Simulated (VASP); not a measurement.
Wanted: the native input for a VASP 6.6.1 run.

```yaml
Task: optical spectrum
Functional: PBEsol
Potentials_or_basis: VASP PAW PBE potentials, release 64 (Si, O)
Cutoff: 520 eV
k_mesh: 9 × 9 × 9
Occupations: gaussian, width 0.02 eV
Spin: no spin polarisation
Further_INCAR_settings: ALGO = Fast; EDIFF = 1e-07; NBANDS = 53
```

The structure of SiO lies in POSCAR:

```
SiO
1.0
    0.0000000000      2.4336400000      2.4336400000
    2.4336400000      0.0000000000      2.4336400000
    2.4336400000      2.4336400000      0.0000000000
Si O
1 1
Direct
    0.7500000000      0.7500000000      0.7500000000
    0.0000000000      0.0000000000      0.0000000000
```

The cell was built by a generator and needn't be a form met in nature.

The input as run:

INCAR

```
ALGO = Fast ; CSHIFT = 0.1
EDIFF = 1E-7 ; ENCUT = 520
GGA = PS ; ISIF = 2
ISMEAR = 0 ; LASPH = T
LCHARG = F ; LOPTICS = T
LREAL = F ; LWAVE = F
NBANDS = 53 ; NEDOS = 2000
NELM = 60 ; PREC = Accurate
SIGMA = 0.02
```

KPOINTS

```
k-points
0
Gamma
  9 9 9
```

Potentials or basis: VASP PAW PBE potentials, release 64 (Si, O).

Run with:

```sh
$ cat potpaw_PBE.64/Si/POTCAR potpaw_PBE.64/O/POTCAR > POTCAR
$ mpirun -np 1 vasp_std > vasp.out
```

Results of the run:

* Pressure: -3.8 GPa
* Band gap on the k mesh: none (metal or under the smearing width)

Caveat: spectra need much finer meshes, so this one isn't converged; independent-particle spectra lack excitons; the intraband (Drude) part of a metal's response may be missing; the PAW data sets were made with another functional, which shifts forces and pressure a little.

Wall time 69 s on 1 thread of AMD EPYC 7R43 64-Core Processor (Zen 3), on a shared host, peak memory 0.14 GiB.
